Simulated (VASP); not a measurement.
Here is a VASP 6.6.1 calculation.

Contents of INCAR:

```
SYSTEM = CaO
PREC = Accurate ; ENCUT = 600
EDIFF = 1E-7 ; ISMEAR = 0
SIGMA = 0.03 ; LREAL = .False.
LASPH = .True. ; NELM = 80
ALGO = Normal ; ISIF = 3
LWAVE = .False. ; LCHARG = .False.
GGA = PS ; IBRION = 2
NSW = 90 ; EDIFFG = -0.005
```

File KPOINTS:

```
Automatic mesh
0
Gamma
  10 10 10
  0 0 0
```

POSCAR

```
CaO                                     
1.0
   -0.0000000000      2.3873311534      2.3873311534
    2.3873311534      0.0000000000      2.3873311534
    2.3873311534      2.3873311534      0.0000000000
  Ca              O             
     1     1
Direct
     0.0000000000000000    0.0000000000000000    0.0000000000000000
     0.5000000000000000    0.5000000000000000    0.5000000000000000
```

Potentials or basis: VASP PAW PBE potentials, release 64 (Ca_sv, O).

Launch:

```bash
$ cat potpaw_PBE.64/Ca_sv/POTCAR potpaw_PBE.64/O/POTCAR > POTCAR
$ mpirun -np 1 vasp_std > vasp.out
```

Estimate the band gap on the k mesh.

3.53 eV, indirect (least direct gap 3.90 eV).

Final structure:
```yaml
crystal:
  lattice:
    - [0.00000, 2.38733, 2.38733]
    - [2.38733, 0.00000, 2.38733]
    - [2.38733, 2.38733, 0.00000]
  atoms:
    - { symbol: Ca, position: [0.00000, 0.00000, 0.00000] }
    - { symbol: O, position: [0.50000, 0.50000, 0.50000] }
```

Caveat: the relaxation stopped at its first step, so nothing moved. A k mesh can miss the band edges.
